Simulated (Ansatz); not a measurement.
Take a crystal in which Sn has been replaced by Si on all its sites, with the cell rescaled by a rough guess (in some cases also distorted within its space group) and nothing relaxed:

```
Mg Si
1.0
     0.00000    3.17238    3.17238
     3.17238    0.00000    3.17238
     3.17238    3.17238    0.00000
Mg Si
2 1
Cartesian
  1.5862 1.5862 1.5862
  4.7586 4.7586 4.7586
  0.0000 0.0000 0.0000
```

Level of theory: DFT PBE, scalar-relativistic, plane waves, PAW in Ansatz 0.2.0.

Plane waves to 420 eV, a k mesh through Γ of 10×10×10 on the computed 3-atom cell and Gaussian smearing (0.01 eV); no spin polarisation.

**Question.** Will this cell want to expand or contract, and how hard?

**Answer.** The pressure is 0.5 GPa (positive in compression), so the cell would expand.

**Question.** Is it a metal on this mesh?

**Answer.** No: the gap is 0.21 eV, the least direct gap 1.90 eV.

**Question.** What is its energy against the elements in their standard states?

**Answer.** -0.160 eV/atom at this unrelaxed geometry, with the elements in the same functional.